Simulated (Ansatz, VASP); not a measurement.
Two plane-wave programs on WS2 (Tungstenite)

The input INCAR:

```
SYSTEM = WS2
PREC     = Accurate       ! precision mode
ENCUT    = 520            ! plane-wave cutoff, eV
EDIFF    = 1E-7           ! SCF threshold, eV
ISMEAR   = 0              ! smearing method
SIGMA    = 0.1            ! smearing width, eV
LREAL    = .FALSE.        ! projectors in reciprocal space
LASPH    = .TRUE.         ! aspherical terms in the spheres
NELM     = 80             ! most SCF steps
ALGO     = Normal         ! electronic algorithm
ISIF     = 2              ! what is computed and relaxed
LWAVE    = .FALSE.        ! write WAVECAR
LCHARG   = .FALSE.        ! write CHGCAR
LDIPOL   = .TRUE.       
IDIPOL   = 3            
DIPOL    = 0.5 0.5 0.500
GGA      = PE             ! functional
IVDW     = 12             ! dispersion correction
NBANDS   = 20             ! bands
```

KPOINTS

```
regular mesh
0
G
  6 6 1
  0 0 0
```

File POSCAR:

```
WS2
1.0
    3.1537892969      0.0000000000      0.0000000000
   -1.5768946485      2.7312616493      0.0000000000
    0.0000000000      0.0000000000     32.2996392574
S W
2 1
Direct
    0.3333333333      0.6666666667      0.4512406376
    0.3333333333      0.6666666667      0.5487593624
    0.6666666667      0.3333333333      0.5000000000
```

Input for Ansatz:

```yaml
crystal:
  lattice:
    - [3.1537893005, 0.0, 0.0]
    - [-1.5768946503, 2.7312616524, 0.0]
    - [0.0, 0.0, 32.2996392941]
  atoms:
    - { symbol: S, position: [0.3333333333, 0.6666666667, 0.4512406374] }
    - { symbol: W, position: [0.6666666667, 0.3333333333, 0.5] }
    - { symbol: S, position: [0.3333333333, 0.6666666667, 0.5487593626] }
  periodic: [true, true, false]
basis:
  ecutwfc: 420
kpoints:
  mp_grid: { grid: [6, 6, 1] }
hamiltonian:
  xc: pbe
  dispersion: d3bj
scf:
  occupations: { method: gaussian, width: 0.1 }
output:
  forces: true
  stress: true
  eigenvalues: true
```

Alike in both runs: task single point; functional PBE; dispersion D3(BJ); k mesh 6 × 6 × 1; occupations gaussian, width 0.1 eV; no spin polarisation.

|  | VASP | Ansatz |
| --- | --- | --- |
| version | VASP 6.6.1 | Ansatz 0.2.0 |
| potentials or method | VASP PAW PBE potentials, release 64 (S, W_sv) | scalar-relativistic, plane waves, PAW |
| plane-wave cutoff (eV) | 520 | 420 |
| valence electrons in the cell | 26 | 26 |

```csv
,VASP,Ansatz,Ansatz less VASP
gap on the k mesh at the Fermi level (eV),1.94,1.94,-0.004
least direct gap on the mesh (eV),1.94,1.94,-0.004
rms of the force components (eV/Å),0.033,0.032,-0.0018
```

Caveats: spin-orbit coupling is left out, which moves the levels of the heavy elements. A hybrid or GW would open this gap; PBE tends to underestimate it.
